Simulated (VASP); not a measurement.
# Al2O3 (R-3c) in VASP: a series of runs

The runs below take Al2O3 through relaxation of cell and atoms, with LDA, PBE, PBEsol, r2SCAN.

Everything below comes from runs of VASP 6.6.1. Logs are shortened: lines on timing, memory, paths and dates and some standing lists are left out, and cuts for length are marked.

### 1 The crystal as given

It takes space group R-3c (No. 167, trigonal). Conventional cell: a = 4.760 Å, b = 4.760 Å, c = 12.993 Å, α = 90.00°, β = 90.00°, γ = 120.00°. Al (site symmetry 3) has 6 O at 1.85 to 1.97 Å as nearest neighbours. Around O (site symmetry 2) lie 4 Al at 1.85 to 1.97 Å.

The cell was built by a generator and needn't be a form met in nature.

### 2 Relaxation of cell and atoms, LDA

INCAR reads:

```
SYSTEM = Al2O3
ALGO     = Normal         ! electronic algorithm
EDIFF    = 1E-6           ! SCF threshold, eV
EDIFFG   = -0.01          ! ionic threshold
ENCUT    = 600            ! plane-wave cutoff, eV
IBRION   = 2              ! ionic algorithm
ISIF     = 3              ! what is computed and relaxed
ISMEAR   = -1             ! smearing method
LASPH    = .True.         ! aspherical terms in the spheres
LCHARG   = .False.        ! write CHGCAR
LREAL    = .False.        ! projectors in reciprocal space
LWAVE    = .False.        ! write WAVECAR
NELM     = 80             ! most SCF steps
NSW      = 40             ! ionic steps
PREC     = Accurate       ! precision mode
SIGMA    = 0.05           ! smearing width, eV
```

KPOINTS reads:

```
k-points
0
Gamma
  4 4 4
  0 0 0
```

POSCAR reads:

```
Al2O3
1.0
    2.7481872800      0.0000000000      4.3310000000
   -1.3740936400      2.3800000000      4.3310000000
   -1.3740936400     -2.3800000000      4.3310000000
Al O
4 6
Direct
    0.3522000000      0.3522000000      0.3522000000
    0.1478000000      0.1478000000      0.1478000000
    0.6478000000      0.6478000000      0.6478000000
    0.8522000000      0.8522000000      0.8522000000
    0.5563000000     -0.0563000000      0.2500000000
   -0.0563000000      0.2500000000      0.5563000000
    0.2500000000      0.5563000000     -0.0563000000
    0.4437000000      1.0563000000      0.7500000000
    1.0563000000      0.7500000000      0.4437000000
    0.7500000000      0.4437000000      1.0563000000
```

Potentials or basis: VASP PAW LDA potentials, release 64 (Al, O).

On the command line:

```
$ cat potpaw_LDA.64/Al/POTCAR potpaw_LDA.64/O/POTCAR > POTCAR
$ mpirun -np 1 vasp_std > vasp.out
```

OUTCAR:

```text
SYSTEM = Al2O3
   EDIFF = 1E-6
   EDIFFG = -0.01
   ENCUT = 600
   IBRION = 2
   ISIF = 3
   ISMEAR = -1
   LASPH = .True.
   LREAL = .False.
   NELM = 80
   NSW = 40
   PREC = Accurate

 ion  position               nearest neighbor table
   1  0.352  0.352  0.352-   9 1.85  10 1.85   8 1.85   6 1.97   5 1.97   7 1.97   2 2.66   3 2.79
                             3 2.79   3 2.79   2 3.22   2 3.22   2 3.22
   2  0.148  0.148  0.148-   8 1.85  10 1.85   9 1.85   6 1.97   5 1.97   7 1.97   1 2.66   4 2.79
                             4 2.79   4 2.79   1 3.22   1 3.22   1 3.22
   3  0.648  0.648  0.648-   6 1.85   7 1.85   5 1.85   8 1.97   9 1.97  10 1.97   4 2.66   1 2.79
                             1 2.79   1 2.79   4 3.22   4 3.22   4 3.22
   4  0.852  0.852  0.852-   5 1.85   7 1.85   6 1.85   8 1.97   9 1.97  10 1.97   3 2.66   2 2.79
                             2 2.79   2 2.79   3 3.22   3 3.22   3 3.22
   5  0.556  0.944  0.250-   4 1.85   3 1.85   1 1.97   2 1.97
   6  0.944  0.250  0.556-   3 1.85   4 1.85   1 1.97   2 1.97
   7  0.250  0.556  0.944-   3 1.85   4 1.85   2 1.97   1 1.97
   8  0.444  0.056  0.750-   2 1.85   1 1.85   3 1.97   4 1.97
   9  0.056  0.750  0.444-   1 1.85   2 1.85   3 1.97   4 1.97
  10  0.750  0.444  0.056-   1 1.85   2 1.85   4 1.97   3 1.97

  LATTYP: Found a trigonal (rhomboedric) cell.
 ALAT       =     5.1293366366
 COS(alpha) =     0.5694124142

  Lattice vectors:

 A1 = (   2.7481872800,   0.0000000000,   4.3310000000)
 A2 = (  -1.3740936400,   2.3800000000,   4.3310000000)
 A3 = (  -1.3740936400,  -2.3800000000,   4.3310000000)

Analysis of symmetry for initial positions (statically):
=====================================================================
 Subroutine PRICEL returns:
 Original cell was already a primitive cell.

 Routine SETGRP: Setting up the symmetry group for a
 trigonal (rhombohedral) supercell.

 Subroutine GETGRP returns: Found 12 space group operations
 (whereof  6 operations were pure point group operations)
 out of a pool of 12 trial point group operations.

The static configuration has the point symmetry S_6 .
 The point group associated with its full space group is D_3d.

Analysis of symmetry for dynamics (positions and initial velocities):
=====================================================================
 Subroutine PRICEL returns:
 Original cell was already a primitive cell.

 Routine SETGRP: Setting up the symmetry group for a
 trigonal (rhombohedral) supercell.

 Subroutine GETGRP returns: Found 12 space group operations
 (whereof  6 operations were pure point group operations)
 out of a pool of 12 trial point group operations.

The dynamic configuration has the point symmetry S_6 .
 The point group associated with its full space group is D_3d.

[... 96 lines left out ...]
   ISPIN  =      1    spin polarized calculation?
   LNONCOLLINEAR =      F non collinear calculations
   LSORBIT =      F    spin-orbit coupling
   LASPH  =      T    aspherical Exc in radial PAW
   ENCUT  =  600.0 eV  44.10 Ry    6.64 a.u.  10.24 10.24 10.24*2*pi/ulx,y,z
   NELM   =     80;   NELMIN=  2; NELMDL= -5     # of ELM steps
   EDIFF  = 0.1E-05   stopping-criterion for ELM
   LREAL  =      F    real-space projection
   EDIFFG = -.1E-01   stopping-criterion for IOM
   NSW    =     40    number of steps for IOM
   IBRION =      2    ionic relax: 0-MD 1-quasi-New 2-CG
   NFREE  =      1    steps in history (QN), initial steepest desc. (CG)
   ISIF   =      3    stress and relaxation
   ISYM   =      2    0-nonsym 1-usesym 2-fastsym
   POTIM  = 0.5000    time-step for ionic-motion
   TEBEG  =    0.0;   TEEND  =   0.0 temperature during run
   PSTRESS=    0.0 pullay stress
   NELECT =      48.0000    total number of electrons
   NUPDOWN=      -1.0000    fix difference up-down
   EMIN   =  10.00;   EMAX   =-10.00  energy-range for DOS
   EFERMI =   0.00;   METHOD = LEGACY
   ISMEAR =    -1;   SIGMA  =   0.05  broadening in eV -4-tet -1-fermi 0-gaus
   EFERMI_NEDOS =   21; number of points for ismear=-14 and -15
   IALGO  =     38    algorithm
   IMIX   =      4    mixing-type and parameters
     AMIX     =   0.40;   BMIX     =  1.00
     AMIX_MAG =   1.60;   BMIX_MAG =  1.00
  volume/ion in A,a.u.               =       8.50        57.35
  Fermi-wavevector in a.u.,A,eV,Ry     =   1.353249  2.557270 24.916111  1.831282
  Thomas-Fermi vector in A             =   2.480520
   LORBIT       =      0    0 simple, 1 ext, 2 COOP (PROOUT), +10 PAW based schemes
   GGA     = CA    functional components
   LHFCALC =     F    Hartree Fock is set to
   AEXX    =    0.0000 exact exchange contribution
   IVDW    =     0    specifies the selected vdW correction
   LEPSILON=     F    determine dielectric tensor
   LRPA    =     F    only Hartree local field effects (RPA)
 conjugate gradient relaxation of ions
 non-spin polarized calculation
  energy-cutoff  :      600.00
  volume of cell :       84.98
 maximum number of plane-waves:      2861
 NGX is ok and might be reduce to    42
   NGX = 21   NGY = 21   NGZ = 21

--------------------------------------- Ionic step        1  -------------------------------------------

 number of electron      48.0000002 magnetization

 Free energy of the ion-electron system (eV)
  ---------------------------------------------------
  ext. energy  EPLUGINS =         0.00000000
  ---------------------------------------------------
  free energy    TOTEN  =       -83.10723325 eV

  energy without entropy =      -83.10723325  energy(sigma->0) =      -83.10723325

------------------------ aborting loop because EDIFF is reached ----------------------------------------

  FORCE on cell =-STRESS in cart. coord.  units (eV):
  Direction    XX          YY          ZZ          XY          YZ          ZX
  --------------------------------------------------------------------------------------
  -------------------------------------------------------------------------------------
  Total       -2.4613370     -2.4613370     -2.7247567      0.0000000      0.0000000      0.0000000
  in kB      -46.4033075    -46.4033075    -51.3695305      0.0000000      0.0000000      0.0000000
  external PRESSURE =     -48.0587152 kB  Pullay stress =       0.0000000 kB
[... 163 lines left out ...]
--------------------------------------- Ionic step        5  -------------------------------------------

 number of electron      48.0000004 magnetization

 Free energy of the ion-electron system (eV)
  ---------------------------------------------------
  ext. energy  EPLUGINS =         0.00000000
  ---------------------------------------------------
  free energy    TOTEN  =       -83.13276617 eV

  energy without entropy =      -83.13276617  energy(sigma->0) =      -83.13276617

 E-fermi :   7.1445     XC(G=0): -12.2613

 val. band max:        6.0480602384   @ k =   0.0000   0.0000   0.0000
 cond. band min:      12.4703040570   @ k =   0.0000   0.0000   0.0000
 fundamental gap:      6.4222438186
 Fermi energy:         7.1445218650

 k-point     1 :       0.0000    0.0000    0.0000
  band No.  band energies     occupation
      1     -13.1295      2.00000
      2     -10.6151      2.00000
      3     -10.3123      2.00000
      4     -10.3123      2.00000
      5      -9.9691      2.00000
      6      -9.9691      2.00000
[... 455 lines left out ...]
  FREE ENERGIE OF THE ION-ELECTRON SYSTEM (eV)
  ---------------------------------------------------
  free  energy   TOTEN  =       -83.1327661713 eV

  energy  without entropy=      -83.1327661713  energy(sigma->0) =      -83.13276617

 reached required accuracy - stopping structural energy minimisation
```

OSZICAR:

```text
N       E                     dE             d eps       ncg     rms          rms(c)
DAV:   1     0.278784465186E+03    0.27878E+03   -0.28183E+04   780   0.171E+03
DAV:   2    -0.766909472255E+02   -0.35548E+03   -0.34587E+03  1040   0.340E+02
DAV:   3    -0.913592082435E+02   -0.14668E+02   -0.14623E+02   936   0.747E+01
DAV:   4    -0.914845097851E+02   -0.12530E+00   -0.12517E+00   944   0.784E+00
[... 32 lines left out ...]
DAV:   1    -0.831329114093E+02   -0.33488E-03   -0.34255E-02   822   0.127E+00    0.944E-02
DAV:   2    -0.831328430215E+02    0.68388E-04   -0.85821E-04   936   0.193E-01    0.545E-02
DAV:   3    -0.831327674159E+02    0.75606E-04   -0.92765E-05   924   0.746E-02    0.106E-02
DAV:   4    -0.831327663537E+02    0.10622E-05   -0.19368E-05   930   0.290E-02    0.304E-03
DAV:   5    -0.831327661713E+02    0.18237E-06   -0.42354E-07   528   0.506E-03
   5 F= -.83132766E+02 E0= -.83132766E+02  d E =-.190185E-03
```

Run time: 3.1 min. Hardware: 1 thread of Intel Xeon Platinum 8375C at 2.90GHz (Ice Lake), shared host; peak memory 0.21 GiB.

What came out:

```
Free energy                            : -83.1328 eV
Relaxed volume                         : 8.34 Å³/atom
Relaxed cell                           : a = 5.092 Å, b = 5.092 Å, c = 5.092 Å, α = 55.37°, β = 55.37°, γ = 55.37°
Space group after relaxing (to 0.05 Å) : R-3c (No. 167)
Energy gained by relaxing              : 2.6 meV/atom
Ionic steps                            : 5
Pressure after relaxing                : 0.1 GPa
Largest force after relaxing           : 0.008 eV/Å
Band gap on the k mesh                 : 6.42 eV, direct
```

Forces on the atoms (eV/Å):
```
Al   0.000  0.000  0.008
Al   0.000  0.000 -0.008
Al   0.000  0.000 -0.008
Al   0.000  0.000  0.008
O    0.004 -0.002  0.000
O   -0.004 -0.002  0.000
O    0.000  0.005  0.000
O   -0.004  0.002  0.000
O    0.004  0.002  0.000
O    0.000 -0.005  0.000
```

Stress tensor (GPa, compression positive):
```
0.04 0.00 0.00
0.00 0.04 0.00
0.00 0.00 0.13
```

The path:
| step | energy change (eV) | largest force (eV/Å) | pressure (GPa) | volume (Å³) |
| --- | --- | --- | --- | --- |
| 1 | 0.0000 | 0.0860 | -4.81 | 84.98 |
| 2 | -0.0029 | 0.0622 | 4.89 | 81.89 |
| 3 | -0.0253 | 0.0315 | 0.02 | 83.37 |
| 4 | -0.0253 | 0.0308 | 0.13 | 83.34 |
| 5 | -0.0255 | 0.0081 | 0.07 | 83.35 |

Final structure:
```
Al O
1.0
     2.73226    0.00000    4.29746
    -1.36613    2.36621    4.29746
    -1.36613   -2.36621    4.29746
Al O
4 6
Direct
  0.35197 0.35197 0.35197
  0.14803 0.14803 0.14803
  0.64803 0.64803 0.64803
  0.85197 0.85197 0.85197
  0.55572 0.94428 0.25000
  0.94428 0.25000 0.55572
  0.25000 0.55571 0.94428
  0.44428 0.05572 0.75000
  0.05572 0.75000 0.44428
  0.75000 0.44428 0.05572
```

LDA gaps usually lie below the measured ones, often by a third to a half.

### 3 Relaxation of cell and atoms, PBE

INCAR: that of step 2 with these lines changed.

```diff
@@ -5,2 +5,3 @@
 ENCUT    = 600            ! plane-wave cutoff, eV
+GGA      = PE             ! functional
 IBRION   = 2              ! ionic algorithm
```

KPOINTS is that of step 2.

POSCAR is that of step 2.

Potentials or basis: VASP PAW PBE potentials, release 64 (Al, O).

On the command line:

```
$ cat potpaw_PBE.64/Al/POTCAR potpaw_PBE.64/O/POTCAR > POTCAR
$ mpirun -np 1 vasp_std > vasp.out
```

OUTCAR:

```text
SYSTEM = Al2O3
   EDIFF = 1E-6
   EDIFFG = -0.01
   ENCUT = 600
   GGA = PE
   IBRION = 2
   ISIF = 3
   ISMEAR = -1
   LASPH = .True.
   LREAL = .False.
   NELM = 80
   NSW = 40
   PREC = Accurate

 ion  position               nearest neighbor table
   1  0.352  0.352  0.352-   9 1.85  10 1.85   8 1.85   6 1.97   5 1.97   7 1.97   2 2.66   3 2.79
                             3 2.79   3 2.79   2 3.22   2 3.22   2 3.22
   2  0.148  0.148  0.148-   8 1.85  10 1.85   9 1.85   6 1.97   5 1.97   7 1.97   1 2.66   4 2.79
                             4 2.79   4 2.79   1 3.22   1 3.22   1 3.22
   3  0.648  0.648  0.648-   6 1.85   7 1.85   5 1.85   8 1.97   9 1.97  10 1.97   4 2.66   1 2.79
                             1 2.79   1 2.79   4 3.22   4 3.22   4 3.22
   4  0.852  0.852  0.852-   5 1.85   7 1.85   6 1.85   8 1.97   9 1.97  10 1.97   3 2.66   2 2.79
                             2 2.79   2 2.79   3 3.22   3 3.22   3 3.22
   5  0.556  0.944  0.250-   4 1.85   3 1.85   1 1.97   2 1.97
   6  0.944  0.250  0.556-   3 1.85   4 1.85   1 1.97   2 1.97
   7  0.250  0.556  0.944-   3 1.85   4 1.85   2 1.97   1 1.97
   8  0.444  0.056  0.750-   2 1.85   1 1.85   3 1.97   4 1.97
   9  0.056  0.750  0.444-   1 1.85   2 1.85   3 1.97   4 1.97
  10  0.750  0.444  0.056-   1 1.85   2 1.85   4 1.97   3 1.97

  LATTYP: Found a trigonal (rhomboedric) cell.
 ALAT       =     5.1293366366
 COS(alpha) =     0.5694124142

  Lattice vectors:

[... 178 lines left out ...]

 Free energy of the ion-electron system (eV)
  ---------------------------------------------------
  ext. energy  EPLUGINS =         0.00000000
  ---------------------------------------------------
  free energy    TOTEN  =       -74.77140197 eV

  energy without entropy =      -74.77140197  energy(sigma->0) =      -74.77140197

------------------------ aborting loop because EDIFF is reached ----------------------------------------

  FORCE on cell =-STRESS in cart. coord.  units (eV):
  Direction    XX          YY          ZZ          XY          YZ          ZX
  --------------------------------------------------------------------------------------
  -------------------------------------------------------------------------------------
  Total        3.8273902      3.8273902      3.4538559      0.0000000      0.0000000      0.0000000
  in kB       72.1573544     72.1573544     65.1151555      0.0000000      0.0000000      0.0000000
  external PRESSURE =      69.8099548 kB  Pullay stress =       0.0000000 kB
[... 163 lines left out ...]
--------------------------------------- Ionic step        5  -------------------------------------------

 number of electron      47.9999999 magnetization

 Free energy of the ion-electron system (eV)
  ---------------------------------------------------
  ext. energy  EPLUGINS =         0.00000000
  ---------------------------------------------------
  free energy    TOTEN  =       -74.82359687 eV

  energy without entropy =      -74.82359687  energy(sigma->0) =      -74.82359687

 E-fermi :   6.9327     XC(G=0): -11.5493

 val. band max:        5.8245530709   @ k =   0.0000   0.0000   0.0000
 cond. band min:      11.7004613383   @ k =   0.0000   0.0000   0.0000
 fundamental gap:      5.8759082674
 Fermi energy:         6.9327343023

 k-point     1 :       0.0000    0.0000    0.0000
  band No.  band energies     occupation
      1     -13.2062      2.00000
      2     -10.9768      2.00000
      3     -10.7133      2.00000
      4     -10.7133      2.00000
      5     -10.4061      2.00000
      6     -10.4061      2.00000
[... 455 lines left out ...]
  FREE ENERGIE OF THE ION-ELECTRON SYSTEM (eV)
  ---------------------------------------------------
  free  energy   TOTEN  =       -74.8235968677 eV

  energy  without entropy=      -74.8235968676  energy(sigma->0) =      -74.82359687

 reached required accuracy - stopping structural energy minimisation
```

OSZICAR:

```text
N       E                     dE             d eps       ncg     rms          rms(c)
DAV:   1     0.292260843089E+03    0.29226E+03   -0.28209E+04   780   0.171E+03
DAV:   2    -0.675546177930E+02   -0.35982E+03   -0.35003E+03  1040   0.342E+02
DAV:   3    -0.826917400896E+02   -0.15137E+02   -0.15089E+02   936   0.763E+01
DAV:   4    -0.828265606399E+02   -0.13482E+00   -0.13468E+00   930   0.815E+00
[... 35 lines left out ...]
DAV:   1    -0.748235962266E+02   -0.96028E-04   -0.33492E-02   810   0.128E+00    0.526E-02
DAV:   2    -0.748236160148E+02   -0.19788E-04   -0.62405E-04   930   0.162E-01    0.298E-02
DAV:   3    -0.748235988111E+02    0.17204E-04   -0.19242E-05   912   0.351E-02    0.114E-02
DAV:   4    -0.748235969287E+02    0.18824E-05   -0.90146E-06   912   0.206E-02    0.209E-03
DAV:   5    -0.748235968677E+02    0.61026E-07   -0.65297E-07   474   0.554E-03
   5 F= -.74823597E+02 E0= -.74823597E+02  d E =-.970095E-04
```

CONTCAR:

```text
Al2O3
   1.00000000000000
     2.7742457450799138    0.0000000000000000    4.3707609318243978
    -1.3871228725399569    2.4025672927759110    4.3707609318243978
    -1.3871228725399569   -2.4025672927759110    4.3707609318243978
  Al              O
     4     6
Direct
     0.3521609696544623    0.3521609696544623    0.3521609696544623
     0.1478390303455377    0.1478390303455377    0.1478390303455377
     0.6478390303455377    0.6478390303455377    0.6478390303455377
     0.8521609696544623    0.8521609696544623    0.8521609696544623
     0.5561735193695923    0.9438264806304072    0.2500000000000006
     0.9438264806304077    0.2499999999999994    0.5561735193695928
     0.2500000000000000    0.5561735193695934    0.9438264806304066
     0.4438264806304078    0.0561735193695928    0.7499999999999994
     0.0561735193695922    0.7500000000000006    0.4438264806304072
     0.7500000000000000    0.4438264806304066    0.0561735193695933

  0.00000000E+00  0.00000000E+00  0.00000000E+00
  0.00000000E+00  0.00000000E+00  0.00000000E+00
  0.00000000E+00  0.00000000E+00  0.00000000E+00
  0.00000000E+00  0.00000000E+00  0.00000000E+00
  0.00000000E+00  0.00000000E+00  0.00000000E+00
  0.00000000E+00  0.00000000E+00  0.00000000E+00
  0.00000000E+00  0.00000000E+00  0.00000000E+00
  0.00000000E+00  0.00000000E+00  0.00000000E+00
  0.00000000E+00  0.00000000E+00  0.00000000E+00
  0.00000000E+00  0.00000000E+00  0.00000000E+00
```

Wall time 3.8 min (1 thread of Intel Xeon Platinum 8375C at 2.90GHz (Ice Lake), shared host); peak memory 0.26 GiB.

Results:

```yaml
Free_energy: -74.8236 eV
Relaxed_volume: 8.74 Å³/atom
Relaxed_cell: a = 5.177 Å, b = 5.177 Å, c = 5.177 Å, α = 55.30°, β = 55.30°, γ = 55.30°
Space_group_after_relaxing_to_0.05_Å: R-3c (No. 167)
Energy_gained_by_relaxing: 5.2 meV/atom
Ionic_steps: 5
Pressure_after_relaxing: 0.1 GPa
Band_gap_on_the_k_mesh: 5.88 eV, direct
```

Step by step:
| step | energy change (eV) | largest force (eV/Å) | pressure (GPa) | volume (Å³) |
| --- | --- | --- | --- | --- |
| 1 | 0.0000 | 0.0285 | 6.98 | 84.98 |
| 2 | -0.0139 | 0.0531 | -5.44 | 89.62 |
| 3 | -0.0521 | 0.0226 | -0.01 | 87.43 |
| 4 | -0.0521 | 0.0219 | 0.12 | 87.39 |
| 5 | -0.0522 | 0.0003 | 0.11 | 87.40 |

Final structure:
```
Al O
1.0
     2.77425    0.00000    4.37076
    -1.38712    2.40257    4.37076
    -1.38712   -2.40257    4.37076
Al O
4 6
Cartesian
  0.0000 0.0000 4.6176
  0.0000 0.0000 1.9385
  0.0000 0.0000 8.4946
  0.0000 0.0000 11.1738
  -0.1130 1.6670 7.6488
  1.5001 -0.7356 7.6488
  -1.3871 -0.9314 7.6488
  0.1130 -1.6670 5.4635
  -1.5001 0.7356 5.4635
  1.3871 0.9314 5.4635
```

(Part 1 of 2 ends here.)
